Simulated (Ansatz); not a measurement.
Input and command of a plane-wave DFT calculation in Ansatz:

```yaml
crystal:
  lattice:
    - [1.2534231687, 0.7236642039, 9.8523323235]
    - [-1.2534231687, 0.7236642039, 9.8523323235]
    - [0.0, -1.4473284077, 9.8523323235]
  atoms:
    - { symbol: C, position: [0.0248215789, 0.0248215789, 0.0248215789] }
    - { symbol: C, position: [0.9751784211, 0.9751784211, 0.9751784211] }
    - { symbol: C, position: [0.1086886328, 0.1086886328, 0.1086886328] }
    - { symbol: C, position: [0.8913113672, 0.8913113672, 0.8913113672] }
    - { symbol: C, position: [0.158365367, 0.158365367, 0.158365367] }
    - { symbol: C, position: [0.841634633, 0.841634633, 0.841634633] }
    - { symbol: C, position: [0.374863656, 0.374863656, 0.374863656] }
    - { symbol: C, position: [0.625136344, 0.625136344, 0.625136344] }
    - { symbol: C, position: [0.4253184939, 0.4253184939, 0.4253184939] }
    - { symbol: C, position: [0.5746815061, 0.5746815061, 0.5746815061] }
basis:
  ecutwfc: 420
kpoints:
  mp_grid: { grid: [12, 12, 12] }
hamiltonian:
  xc: pbesol
scf:
  occupations: { method: gaussian, width: 0.05 }
output:
  forces: true
  stress: true
  eigenvalues: true
```

```bash
ansatz run input.yaml --threads 2 --pin off --max-ram 5120MiB --backend cpu --events-out ev --progress --plain --runs-dir out
```

Processor: Intel(R) Xeon(R) Processor @ 2.70GHz, 2 threads, on a host shared with other jobs.

Problem. Estimate time, memory and problem size.

Solution. About 13 s on 2 threads of Intel(R) Xeon(R) Processor @ 2.70GHz, with other jobs on the host, peak memory 0.5 GiB. It solves 30 bands at 189 k points (the mesh reduced by the symmetry that the task leaves, which can be less than the crystal's) with about 1047 plane waves, in 6 SCF iterations.
